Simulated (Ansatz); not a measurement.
MoTe2 (2H monolayer): a single-point calculation in Ansatz (PBE). The cell was relaxed with r2SCAN and then strained, so it isn't that functional's minimum.

Input (YAML):
```yaml
crystal:
  lattice:
    - [3.5613614929, 0.0, 0.0]
    - [-1.7806807464, 3.0842295249, 0.0]
    - [0.0, 0.0, 31.5341825584]
  atoms:
    - { symbol: Mo, position: [0.3333333333, 0.6666666667, 0.2854045759] }
    - { symbol: Te, position: [0.6666666667, 0.3333333333, 0.342137729] }
    - { symbol: Te, position: [0.6666666667, 0.3333333333, 0.2286714229] }
  periodic: [true, true, false]
kpoints:
  mp_grid: { grid: [12, 12, 1] }
  band_path:
    path: [[0.0, 0.0, 0.0], [0.5, 0.0, 0.0], [0.3333333333, 0.3333333333, 0.0]]
    npoints: 1
hamiltonian:
  xc: pbe
scf:
  occupations: { method: fermi_dirac, width: 0.02 }
  n_extra_bands: 4
output:
  forces: true
  stress: true
  eigenvalues: true
```

Run as `ansatz run input.yaml --threads 4 --pin off --max-ram 5529MiB --backend cpu --events-out ev --progress --plain --runs-dir out`. It took 5.1 s on 4 threads of Arm Neoverse V2 (shared host), load about 0.4 per core; peak host memory 0.62 GiB.

The log, with set-up remarks and timings taken out:
```
scf.n_extra_bands = 4 over 23 filled bands (N_el = 46.0): the run solves 27 bands
Functional definition: PBE
Crystal: 3 atoms, lattice volume = 346.373 Å³
Basis set: ecut = 420 eV, 6699 PW (Γ)
Symmetry: 12 space group operations
Space group: P-6m2 (ITA 187)
k-points: 19 of 144 (time reversal used)
preconditioner: auto → Resta (q_TF=auto, 1.949 Å⁻¹)  ε∞=2.6  [insulator: Δε(μ)=1.057 eV  σ=0.020 eV  ℏωp=8.5 eV]
SCF 1 converged in 7 iterations: F = -18916.725541 eV  dr2 = 1.35e-8
SCF converged after 7 iterations
Free energy (F): -18916.725541 eV
Fermi energy:    -4.387767 eV
--- Per-component energies (eV) ---
  E_band       = -1361.661220
  E_kinetic    = 803.269527
  E_local      = -109017.230847
  E_nonlocal   = -476.348517
  E_hartree    = 54335.668404
  E_xc         = -432.156191
  E_vxc        = -437.428837
  E_paw        = -12526.975196
  E_vpaw       = -905.249083
  E_ewald      = 48397.047598
--- Forces (eV/Å), atoms counted from 1 ---
  atom   1  Mo      0.00000      0.00000      0.00000
  atom   2  Te      0.00000      0.00000      0.22456
  atom   3  Te      0.00000      0.00000    -0.22456
--- 2D stress c σ (N/m, compression-positive) ---
        0.248398       0.000000       0.000000
        0.000000       0.248398       0.000000
        0.000000       0.000000       0.000000
  P = ½ c Tr σ = 0.2484 N/m
```

The file bands.tsv (bands near the Fermi energy, numbered from 0, rounded):
```tsv
# k_distance	band_18	band_19	band_20	band_21	band_22	band_23	band_24	band_25	band_26
# fermi_ev = -4.387767
# [0, 0, 0] at k_distance = 0.000000
# [0.5, 0, 0] at k_distance = 1.018599
# [0.3333333333, 0.3333333333, 0] at k_distance = 1.606687
# levels_relative_to = fermi_ev
0.000	-2.219	-2.145	-1.430	-1.430	-0.909	2.529	2.529	2.821	2.821
1.019	-3.826	-2.823	-2.081	-1.235	-0.875	0.859	1.208	2.798	3.177
1.607	-4.268	-3.445	-3.389	-2.195	-0.523	0.523	1.435	1.997	3.527
```
In order the rows are Γ, M, K.

PBE gives a direct gap of 1.05 eV at K. The mean in-plane stress at these positions is +0.25 N/m, compression counted positive. The largest force is 0.22 eV/Å.

Calculated for a static, non-magnetic cell.

Spin-orbit coupling is left out, which matters wherever the heavy atoms make up the band edges.
